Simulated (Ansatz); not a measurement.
The system is CoO.

```
Co O
1.0
     0.00000    2.13150    2.13150
     2.13150    0.00000    2.13150
     2.13150    2.13150    0.00000
Co O
1 1
Direct
  0.00000 0.00000 0.00000
  0.50000 0.50000 0.50000
```

Program: Ansatz 0.2.0. Alike in all runs: task band structure; potentials or basis all-electron LAPW, scalar-relativistic; spin collinear, ferromagnetic start; cell as given; k mesh 11 × 11 × 11; smearing fermi-dirac 0.05 eV; basis error allowed 0.001 eV/atom.

Task: Order these runs on this cell by their pressure, lowest first.
A. level PBEsol; cutoff (eV) 360
B. level LDA; cutoff (eV) 359
C. level PBE; cutoff (eV) 360

Result: B (-19.3 GPa), A (-10.8 GPa), C (-1.9 GPa).

Caveats: a cell with one magnetic atom can't hold antiferromagnetic order, which such compounds often take.
